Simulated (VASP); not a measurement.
Crystal: Si.

```
Si
1.0
     0.08357    2.78234    2.78234
     2.78234    0.08357    2.78234
     2.78234    2.78234    0.08357
Si
2
Cartesian
  0.0000 0.0000 0.0000
  1.4121 1.4121 1.4121
```

The cell was built by a generator and needn't be a form met in nature.

| Item | Value |
| --- | --- |
| Program | VASP 6.6.1 |
| Task | relaxation of the atoms |
| Functional | PBE |
| Potentials or basis | VASP PAW PBE potentials, release 64 (Si) |
| Cutoff | 520 eV |
| k mesh | 12 × 12 × 12 |
| Occupations | gaussian, width 0.01 eV |
| Spin | no spin polarisation |

At the start: pressure -0.3 GPa; volume 20.57 Å³/atom.

Q: Where does the relaxation end?

A: Over 3 steps the energy falls by 3.3 meV/atom; space group R-3m (No. 166, to 0.05 Å).

The path:
| step | energy change (eV) | largest force (eV/Å) | pressure (GPa) |
| --- | --- | --- | --- |
| 1 | 0.0000 | 0.3925 | -0.30 |
| 2 | -0.0066 | 0.0524 | -0.55 |
| 3 | -0.0067 | 0.0002 | -0.52 |

Final structure:
```yaml
crystal:
  lattice:
    - [0.08357, 2.78234, 2.78234]
    - [2.78234, 0.08357, 2.78234]
    - [2.78234, 2.78234, 0.08357]
  atoms:
    - { symbol: Si, position: [0.00172, 0.00172, 0.00172] }
    - { symbol: Si, position: [0.24828, 0.24828, 0.24828] }
```
